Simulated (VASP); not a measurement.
Ta, 1 atom in the cell. Symmetry: Im-3m, No. 229, cubic system. The conventional cell has a = 3.278 Å, b = 3.278 Å, c = 3.278 Å, α = 90.00°, β = 90.00°, γ = 90.00°. Ta (site symmetry m-3m) is surrounded by 8 Ta at 2.84 Å.  The cell isn't the ideal one: a relaxed cell with its volume scaled by 1.02.

| Property | Result |
| --- | --- |
| Program | VASP 6.6.1 |
| Task | relaxation of the atoms |
| Functional | LDA |
| Potentials or basis | VASP PAW LDA potentials, release 64 (Ta_pv) |
| Cutoff | 600 eV |
| k mesh | 16 × 16 × 16 |
| Occupations | methfessel-paxton, width 0.1 eV |
| Spin | no spin polarisation |
| Further INCAR settings | ALGO = Normal; EDIFF = 1e-07; IBRION = 2; EDIFFG = -0.01; NSW = 40 |

Potentials or basis: VASP PAW LDA potentials, release 64 (Ta_pv).

The run is started by

```console
$ cat potpaw_LDA.64/Ta_pv/POTCAR > POTCAR
$ mpirun -np 1 vasp_std > vasp.out
```

Hardware: 1 thread of Intel(R) Xeon(R) 6975P-C (Granite Rapids), on a shared host.

Task: How long does it take, and how much memory?

Result: Wall time 6.6 s on 1 thread of Intel(R) Xeon(R) 6975P-C (Granite Rapids), on a shared host, peak memory 0.15 GiB. Counts: scf iterations 11, k points 145, ion steps 1.
